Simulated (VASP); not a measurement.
Wanted: the native input for a VASP 6.6.1 run.

```
Task                   : relaxation of cell and atoms
Functional             : LDA
Potentials or basis    : VASP PAW LDA potentials, release 64 (As)
Cutoff                 : 600 eV
k mesh                 : 12 × 12 × 8
Occupations            : methfessel-paxton, width 0.1 eV
Spin                   : no spin polarisation
Further INCAR settings : ALGO = Normal; EDIFF = 1e-07; IBRION = 2; EDIFFG = -0.005; NSW = 90; ISIF = 3
```

The structure of As lies in POSCAR:

```
As                                      
1.0
    1.8637239704     -5.3762908526     -0.0000000000
    1.8637239704      5.3762908526      0.0000000000
    0.0000000000      0.0000000000      4.2054763784
  As            
     4
Direct
     0.1131798162975314    0.8868201837024686    0.0527984822644679
     0.6131798162975314    0.3868201837024686    0.4472015177355322
     0.8868201837024686    0.1131798162975314    0.9472015177355321
     0.3868201837024686    0.6131798162975314    0.5527984822644679
```

This isn't the form of As at room conditions, which is rhombohedral.

These files were run (other wordings do the same):

INCAR

```
SYSTEM = As
ALGO = Normal
EDIFF = 1E-7
EDIFFG = -0.005
ENCUT = 600
GGA = CA
IBRION = 2
ISIF = 3
ISMEAR = 1
KPAR = 2
LASPH = .True.
LCHARG = .False.
LREAL = .False.
LWAVE = .False.
NELM = 80
NSW = 90
PREC = Accurate
SIGMA = 0.1
```

KPOINTS

```
k-points
0
Gamma
  12 12 8
  0 0 0
```

Potentials or basis: VASP PAW LDA potentials, release 64 (As).

Launch:

```console
$ cat potpaw_LDA.64/As/POTCAR > POTCAR
$ mpirun -np 2 vasp_std > vasp.out
```

It gave:

```yaml
Relaxed_volume: 21.10 Å³/atom
Relaxed_cell: a = 5.692 Å, b = 5.692 Å, c = 4.212 Å, α = 90.00°, β = 90.00°, γ = 141.79°
Space_group_after_relaxing_to_0.05_Å: Cmce (No. 64)
Energy_gained_by_relaxing: 0.0 meV/atom
Ionic_steps: 6
Pressure_after_relaxing: 0.0 GPa
Band_gap_on_the_k_mesh: none (metal or under the smearing width)
```

It took 4.9 min on 2 MPI ranks on AMD EPYC 9R45 (Zen 5) (shared host), peak memory 0.38 GiB a rank.
